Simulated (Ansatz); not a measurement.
(100) slab cut from the bulk of CoSi2, Fm-3m (No. 225); the slab's formula is Co5Si12:

```
CELL_PARAMETERS angstrom
3.75651 0.00000 0.00000
0.00000 3.75651 0.00000
0.00000 0.00000 28.28127
ATOMIC_POSITIONS crystal
Si 0.50000 0.00000 0.26519
Si 0.00000 0.50000 0.26519
Co 0.50000 0.50000 0.31215
Si 0.00000 0.50000 0.35912
Si 0.50000 0.00000 0.35912
Co 0.00000 0.00000 0.40608
Si 0.50000 0.00000 0.45304
Si 0.00000 0.50000 0.45304
Co 0.50000 0.50000 0.50000
Si 0.00000 0.50000 0.54696
Si 0.50000 0.00000 0.54696
Co 0.00000 0.00000 0.59392
Si 0.50000 0.00000 0.64088
Si 0.00000 0.50000 0.64088
Co 0.50000 0.50000 0.68785
Si 0.00000 0.50000 0.73481
Si 0.50000 0.00000 0.73481
```

Computed with Ansatz, DFT PBEsol, scalar-relativistic, plane waves, PAW. Plane waves to 420 eV, a k mesh through Γ of 9×9×1 on the computed 17-atom cell and Gaussian smearing (0.10 eV); no spin polarisation. The cell repeats along c with a dipole correction in the vacuum.

Q: What forces act on the atoms?

A:
| atom | Fx (eV/Å) | Fy (eV/Å) | Fz (eV/Å) |
| --- | --- | --- | --- |
| Si1 | 0.000 | 0.000 | 0.084 |
| Si2 | 0.000 | 0.000 | 0.084 |
| Co3 | 0.000 | 0.000 | 0.002 |
| Si4 | 0.000 | 0.000 | -0.114 |
| Si5 | 0.000 | 0.000 | -0.114 |
| Co6 | 0.000 | 0.000 | -0.210 |
| Si7 | 0.000 | 0.000 | 0.178 |
| Si8 | 0.000 | 0.000 | 0.178 |
| Co9 | 0.000 | 0.000 | 0.000 |
| Si10 | 0.000 | 0.000 | -0.178 |
| Si11 | 0.000 | 0.000 | -0.178 |
| Co12 | 0.000 | 0.000 | 0.210 |
| Si13 | 0.000 | 0.000 | 0.114 |
| Si14 | 0.000 | 0.000 | 0.114 |
| Co15 | 0.000 | 0.000 | -0.002 |
| Si16 | 0.000 | 0.000 | -0.084 |
| Si17 | 0.000 | 0.000 | -0.084 |

Cost: 1 run of about 0.4 core-minutes, on AMD EPYC 9R45 (Zen 5) (shared hosts).